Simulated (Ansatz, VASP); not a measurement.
# Pt in VASP and in Ansatz

```
CELL_PARAMETERS angstrom
0.00000 1.96524 1.96524
1.95790 0.00734 1.95790
1.95790 1.95790 0.00734
ATOMIC_POSITIONS crystal
Pt 0.00000 0.00000 0.00000
```

Change from the starting cell: strain +0.0075 x Voigt [0, 0, 0, 1, 0, 0], atoms carried along.

Alike in both runs: task single point; functional PBEsol; k mesh 20 × 20 × 20; occupations gaussian, width 0.15 eV; no spin polarisation.

|  | VASP | Ansatz |
| --- | --- | --- |
| version | VASP 6.6.1 | Ansatz 0.2.0 |
| potentials or method | VASP PAW PBE potentials, release 64 (Pt) | scalar-relativistic, plane waves, PAW |
| plane-wave cutoff (eV) | 520 | 420 |
| valence electrons in the cell | 10 | 18 |

Ansatz gave:

| Property | Result |
| --- | --- |
| gap on the k mesh at the Fermi level (eV) | none |
| pressure (GPa) | 0.6 |
| largest component of the traceless stress (GPa) | 0.60 |

Task: Which values does VASP return?

Result: gap on the k mesh at the Fermi level (eV): none; pressure (GPa): 0.2; largest component of the traceless stress (GPa): 0.61.

A gap of «none» marks a metal or a gap that the smearing closes. The two sets of potentials don't hold the same shells in valence.

Caveats: the PAW data sets were made with another functional, which shifts forces and pressure a little (VASP). Spin-orbit coupling is left out, which matters for the levels of Pt.
